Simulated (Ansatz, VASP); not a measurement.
# One calculation of Ag, two programs

File INCAR:

```
SYSTEM = Ag
PREC = Accurate ; ENCUT = 520
EDIFF = 1E-6 ; ISMEAR = -1
SIGMA = 0.1 ; LREAL = .False.
LASPH = .True. ; NELM = 100
ALGO = Normal ; ISIF = 2
LWAVE = .False. ; LCHARG = .False.
GGA = PE ; NBANDS = 18
```

The input KPOINTS:

```
Automatic mesh
0
Gamma
  12 12 12
  0 0 0
```

POSCAR

```
Ag
1.0
    0.0000000000      2.8860802265      2.8860802265
    2.8860802265      0.0000000000      2.8860802265
    2.8860802265      2.8860802265      0.0000000000
Ag
2
Direct
   -0.1250000000     -0.1250000000     -0.1250000000
    0.1250000000      0.1250000000      0.1250000000
```

Input for Ansatz:

```yaml
crystal:
  lattice:
    - [0.0, 2.8860802265, 2.8860802265]
    - [2.8860802265, 0.0, 2.8860802265]
    - [2.8860802265, 2.8860802265, 0.0]
  atoms:
    - { symbol: Ag, position: [-0.125, -0.125, -0.125] }
    - { symbol: Ag, position: [0.125, 0.125, 0.125] }
kpoints:
  mp_grid: { grid: [12, 12, 12] }
scf:
  occupations: { method: fermi_dirac, width: 0.1 }
hamiltonian:
  xc: pbe
  pseudopotentials: { kind: paw }
output:
  forces: true
  stress: true
  eigenvalues: true
  populations: true
```

Change from the starting cell: volume scaled by 0.8, PAW files.

Alike in both runs: task single point; functional PBE; k mesh 12 × 12 × 12; occupations fermi-dirac, width 0.1 eV; no spin polarisation.

|  | VASP | Ansatz |
| --- | --- | --- |
| version | VASP 6.6.1 | Ansatz 0.2.0 |
| potentials or method | VASP PAW PBE potentials, release 64 (Ag) | PAW with Ansatz's default frozen-core files, scalar-relativistic |
| plane-wave cutoff (eV) | 520 | 420 |
| valence electrons in the cell | 22 | 38 |

Ansatz gave:

```
pressure (GPa) : 12.7
```

**Question.** Which values does VASP return?

**Answer.** Pressure (GPa): 12.5.

With one functional, cell and mesh, what is left measures potentials, basis and numerics. The two sets of potentials don't hold the same shells in valence.
